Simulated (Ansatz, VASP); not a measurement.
Given: the input of a run of VASP 6.6.1 on InP. 

Contents of INCAR:

```
PREC = Accurate ; ENCUT = 630
EDIFF = 1E-6 ; ISMEAR = -1
SIGMA = 0.05 ; LREAL = False
LASPH = True ; NELM = 80
ALGO = Fast ; ISIF = 3
LWAVE = False ; LCHARG = False
GGA = PE ; IBRION = 2
NSW = 60 ; EDIFFG = -0.005
```

The input KPOINTS:

```
regular mesh
0
Gamma
  8 8 8
```

POSCAR

```
InP
1.0
    0.0000000000      2.9305000000      2.9305000000
    2.9305000000      0.0000000000      2.9305000000
    2.9305000000      2.9305000000      0.0000000000
In P
1 1
Direct
    0.0000000000      0.0000000000      0.0000000000
    0.7500000000      0.7500000000      0.7500000000
```

Potentials or basis: VASP PAW PBE potentials, release 64 (In_d_GW, P_GW).

The run is started by

```console
$ cat potpaw_PBE.64/In_d_GW/POTCAR potpaw_PBE.64/P_GW/POTCAR > POTCAR
$ mpirun -np 1 vasp_std > vasp.out
```

Problem. What does the same run look like in Ansatz 0.2.0? Potentials or basis there: all-electron LAPW, scalar-relativistic.

Solution. As run (cutoffs and basis follow the program's own potentials, and thresholds, step limits or extra output files can differ):

File input.yaml:

```yaml
crystal:
  lattice:
    - [0.0, 2.9305, 2.9305]
    - [2.9305, 0.0, 2.9305]
    - [2.9305, 2.9305, 0.0]
  atoms:
    - { symbol: In, position: [0.0, 0.0, 0.0] }
    - { symbol: P, position: [0.75, 0.75, 0.75] }
kpoints:
  mp_grid: { grid: [8, 8, 8] }
scf:
  occupations: { method: fermi_dirac, width: 0.05 }
hamiltonian:
  xc: pbe
  pseudopotentials: { kind: all_electron, lapw: { basis_error: 0.001 } }
output:
  forces: true
  stress: true
relax:
  f_tol: 0.02
  max_steps: 60
  cell: {}
```

Potentials or basis: all-electron LAPW, scalar-relativistic.

Launch:

```console
$ ansatz run input.yaml --threads 1 --pin off --max-ram 3072MiB --backend cpu --events-out ev --progress --plain --runs-dir out
```

Both were run:

|  | VASP | Ansatz |
| --- | --- | --- |
| Relaxed volume | 26.37 Å³/atom | 26.47 Å³/atom |
| Relaxed cell | a = 4.209 Å, b = 4.209 Å, c = 4.209 Å, α = 60.00°, β = 60.00°, γ = 60.00° | a = 4.215 Å, b = 4.215 Å, c = 4.215 Å, α = 60.00°, β = 60.00°, γ = 60.00° |
| Space group after relaxing | F-43m (No. 216) | F-43m (No. 216) |
| Pressure after relaxing | 0.0 GPa | 0.0 GPa |

Where Ansatz's input types no cutoff or centring, it takes its own default and a Γ-centred mesh.

Pressure is positive in compression.
